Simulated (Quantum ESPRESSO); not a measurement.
A calculation with Quantum ESPRESSO 7.5 of Sb (ASE script, structure from a POSCAR):

run.py

```python
import numpy as np
from ase.calculators.espresso import Espresso, EspressoProfile
from ase.io import read

atoms = read('POSCAR')

input_data = {
    'control': {'calculation': 'scf', 'prefix': 'pwscf', 'outdir': './tmp', 'tprnfor': True, 'tstress': True, 'disk_io': 'nowf'},
    'system': {'ecutwfc': 45.0, 'ecutrho': 360.0, 'nbnd': 13, 'occupations': 'smearing', 'smearing': 'fd', 'degauss': 0.00367493},
    'electrons': {'conv_thr': 2e-10, 'electron_maxstep': 120, 'mixing_beta': 0.5},
}
pseudopotentials = {'Sb': 'sb_pbesol_v1.4.uspp.F.UPF'}
profile = EspressoProfile(command='mpirun -n 2 pw.x -nk 2', pseudo_dir='pseudo')
dft = Espresso(profile=profile, input_data=input_data, pseudopotentials=pseudopotentials, kpts=(8, 8, 8), koffset=(0, 0, 0))
atoms.calc = dft

print(f'energy {atoms.get_potential_energy():.8f} eV')
print('forces (eV/A)')
print(np.round(atoms.get_forces(), 6))
print('stress (eV/A^3, Voigt)')
print(np.round(atoms.get_stress(), 8))
print(f'Fermi level {dft.get_fermi_level():.4f} eV')
```

Contents of POSCAR:

```
Sb
1.0
    3.1600000000      0.0000000000      0.0000000000
    0.0000000000      3.1600000000      0.0000000000
    0.0000000000      0.0000000000      3.1600000000
Sb
1
Direct
    0.0000000000      0.0000000000      0.0000000000
```

Potentials or basis: GBRV 1.5 PBEsol.

Launch:

```bash
$ OMP_NUM_THREADS=1 python run.py
```

This isn't the form of Sb at room conditions, which is rhombohedral.

Question: Write the same calculation in another form: native input, structure typed inline.

Answer: As run:

The input pw.in:

```
&CONTROL
  calculation = 'scf'
  prefix = 'pwscf'
  outdir = './tmp'
  pseudo_dir = './pseudo'
  tprnfor = .true.
  tstress = .true.
  disk_io = 'low'
/
&SYSTEM
  ibrav = 0
  nat = 1
  ntyp = 1
  ecutwfc = 45
  ecutrho = 360
  nbnd = 13
  occupations = 'smearing'
  smearing = 'fd'
  degauss = 0.00367493
/
&ELECTRONS
  conv_thr = 2d-10
  electron_maxstep = 120
  mixing_beta = 0.5
/
ATOMIC_SPECIES
Sb   121.7600 sb_pbesol_v1.4.uspp.F.UPF
CELL_PARAMETERS angstrom
   3.1600000000    0.0000000000    0.0000000000
   0.0000000000    3.1600000000    0.0000000000
   0.0000000000    0.0000000000    3.1600000000
ATOMIC_POSITIONS crystal
Sb     0.0000000000    0.0000000000    0.0000000000
K_POINTS automatic
8 8 8 0 0 0
```

pp_density.in

```
&INPUTPP
  prefix = 'pwscf'
  outdir = './tmp'
  filplot = 'density.dat'
  plot_num = 0
/
&PLOT
  nfile = 1
  filepp(1) = 'density.dat'
  iflag = 3
  output_format = 6
  fileout = 'density.cube'
/
```

Contents of pp_potential.in:

```
&INPUTPP
  prefix = 'pwscf'
  outdir = './tmp'
  filplot = 'potential.dat'
  plot_num = 11
/
&PLOT
  nfile = 1
  filepp(1) = 'potential.dat'
  iflag = 3
  output_format = 6
  fileout = 'potential.cube'
/
```

Potentials or basis: GBRV 1.5 PBEsol.

Command:

```bash
$ OMP_NUM_THREADS=1 mpirun -n 2 pw.x -nk 2 -in pw.in > pw.out
$ OMP_NUM_THREADS=1 mpirun -n 1 pp.x -in pp_density.in > pp_density.out
$ OMP_NUM_THREADS=1 mpirun -n 1 pp.x -in pp_potential.in > pp_potential.out
```

Both were run:

|  | ASE script, structure from a POSCAR | native input, structure typed inline |
| --- | --- | --- |
| Pressure | -4.8 GPa | -4.8 GPa |
| Band gap on the k mesh | none (metal or under the smearing width) | none (metal or under the smearing width) |

Keys that steer only the numerical path or the files written may differ.
